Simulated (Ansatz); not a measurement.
Runs of Ansatz 0.2.0 on Os. Symmetry: P6_3/mmc, No. 194, hexagonal system. Conventional cell: a = 2.734 Å, b = 2.734 Å, c = 4.320 Å, α = 90.00°, β = 90.00°, γ = 120.00°. Around Os (site symmetry -6m2) lie 12 Os at 2.68 to 2.73 Å. 

| task | level | spin | k mesh | cutoff (eV) | atoms under strain | points for each segment of the path | q mesh | gap on the mesh (eV) | pressure (GPa) | V0 of scaled cells (Å³/atom) | B0 (GPa) |
| --- | --- | --- | --- | --- | --- | --- | --- | --- | --- | --- | --- |
| equation of state | LDA | off | 11 × 11 × 6 | 420 | - | - | - | - | - | (b) | 448 |
| equation of state | r2SCAN | off | 11 × 11 × 6 | 500 | - | - | - | - | - | 14.02 | 428 |
| elastic constants | PBEsol | off | 10 × 10 × 6 | 420 | relaxed | - | - | none | (a) | - | - |
| band structure | PBEsol | SOC, no magnetisation | 11 × 11 × 6 | 420 | - | 14 | - | none | -2.4 | - | - |
| phonons | PBEsol | off | 10 × 10 × 6 | 420 | - | 8 | 2 × 2 × 2 | none | - | - | - |

Alike in all rows: potentials or basis Ansatz PAW; cell as given; smearing fermi-dirac 0.05 eV.

Q: Estimate the missing entries.

A: (a) -2.7; (b) 13.70.

Caveats: the PAW data sets come from PBE, with cores solved anew for the run's functional, which leaves a small shift of forces and pressure (some runs); the cell was scaled at fixed shape and fractional positions, which overstates the stiffness of a crystal with free parameters, most of all of layers and chains (some runs); the PAW data sets were made with another functional, which shifts forces and pressure a little (some runs); elastic constants of metals need much finer meshes, so these are rough (some runs).

A k mesh can miss the band edges, and rows without SOC leave out spin-orbit coupling on Os.

A gap of «none» marks a metal or a gap under the smearing width.

Runs at the PBE level aren't shown here.
